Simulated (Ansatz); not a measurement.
**Bi, one cell by several methods**

```
CELL_PARAMETERS angstrom
2.20481 1.27295 3.95400
-2.20481 1.27295 3.95400
0.00000 -2.54589 3.95400
ATOMIC_POSITIONS crystal
Bi 0.23389 0.23389 0.23389
Bi 0.76611 0.76611 0.76611
```

Atoms are numbered in the order listed.

Structure: COD 9009658, as refined from experiment and not relaxed. The listed cell was then made from it by scaling, straining or moving an atom.

Spin–orbit coupling is left out, though it moves levels of the heavy atoms by tenths of an eV or more.

Methods: DFT, PBE, PAW with Ansatz's default frozen-core files, scalar-relativistic (Ansatz 0.2.0); DFT, PBE, all-electron PAW with datasets made for the crystal, scalar-relativistic (Ansatz 0.2.0); DFT, PBE, all-electron LAPW, scalar-relativistic (Ansatz 0.2.0).

For PAW: a Γ-centred 11×11×11 k mesh, Fermi–Dirac smearing of 0.03 eV, cutoff 420 eV, no spin polarisation. The crystal-made all-electron datasets (AE datasets) take a cutoff of 260 eV at this cell. LAPW targets a basis error of 0.25 meV/atom. The Ansatz runs share mesh, smearing and spin set-up. Plane-wave (PAW) pressures include the program's estimate of the Pulay term.

Stress and pressure are positive in compression.

The change that made this cell: equal xx and yy strain of -3 %.

| quantity | PAW | AE datasets | LAPW |
| --- | --- | --- | --- |
| pressure (GPa) | 5.53 | 5.55 | 5.54 |
| stress xx (GPa) | 5.96 | 5.98 | 5.98 |
| stress zz (GPa) | 4.66 | 4.68 | 4.68 |
| force on Bi1, z (eV/Å) | 0.471 | 0.473 | 0.472 |

PAW's pressure differs from the LAPW value by -0.02 GPa.
